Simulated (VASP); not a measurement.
Crystal: HgSe.

```xyz
2
Lattice="0.0000 3.0390 3.0390 3.0390 0.0000 3.0390 3.0390 3.0390 0.0000" Properties=species:S:1:pos:R:3 pbc="T T T"
Hg    0.0000    0.0000    0.0000
Se    1.5195    1.5195    1.5195
```

- Program: VASP 6.6.1
- Task: relaxation of cell and atoms
- Functional: PBEsol
- Potentials or basis: VASP PAW PBE potentials, release 64 (Hg, Se)
- Cutoff: 600 eV
- k mesh: 12 × 12 × 12
- Occupations: gaussian, width 0.1 eV
- Spin: no spin polarisation

At the start: pressure 1.9 GPa; volume 28.07 Å³/atom.

Question: Where does the relaxation end?

Answer: Over 7 steps the energy falls by 5.3 meV/atom and the volume is 29.00 Å³/atom (+3.3 %); space group F-43m (No. 216, to 0.05 Å).

The path:
| step | energy change (eV) | largest force (eV/Å) | pressure (GPa) | volume (Å³) |
| --- | --- | --- | --- | --- |
| 1 | 0.0000 | 0.0000 | 1.86 | 56.13 |
| 2 | -0.0089 | 0.0000 | -0.68 | 58.82 |
| 3 | -0.0106 | 0.0000 | 0.06 | 58.02 |
| 4 | -0.0106 | 0.0000 | -0.09 | 58.08 |
| 5 | -0.0106 | 0.0000 | 0.07 | 57.95 |
| 6 | -0.0106 | 0.0000 | -0.05 | 58.03 |
| 7 | -0.0106 | 0.0000 | 0.00 | 58.00 |

Final structure:
```
Hg Se
1.0
     0.00000    3.07226    3.07226
     3.07226    0.00000    3.07226
     3.07226    3.07226    0.00000
Hg Se
1 1
Cartesian
  0.0000 0.0000 0.0000
  1.5361 1.5361 1.5361
```

Caveat: the PAW data sets were made with another functional, which shifts forces and pressure a little.
